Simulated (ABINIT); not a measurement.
The system is PbSe (Clausthalite).

```xyz
2
Lattice="0.0000 3.0606 3.0606 3.0606 0.0000 3.0606 3.0606 3.0606 0.0000" Properties=species:S:1:pos:R:3 pbc="T T T"
Pb    0.0000    0.0000    0.0000
Se    3.0606    3.0606    3.0606
```

Program: ABINIT 10.8.3 (patched build). Alike in all runs: task single point; level PBE0; potentials or basis SG15 NC PBE v1.2; no spin polarisation; cell as given; k mesh 6 × 6 × 6; cutoff (eV) 490; smearing fermi-dirac 0.05 eV.

Question: Order these runs on this cell by their band gap on the k mesh, lowest first.
A. share of exact exchange 0.5
B. share of exact exchange 0.35
C. share of exact exchange 0.05
D. share of exact exchange 0.15
E. share of exact exchange 0.25

Answer: C (0.38 eV), D (0.58 eV), E (0.81 eV), B (1.06 eV), A (1.48 eV).

Caveats: exact exchange is summed on a coarse mesh, which widens gaps by tenths of an eV; spin-orbit coupling is left out, which as a rule narrows the gap of such compounds by several tenths of an eV.

A k mesh can miss the band edges.
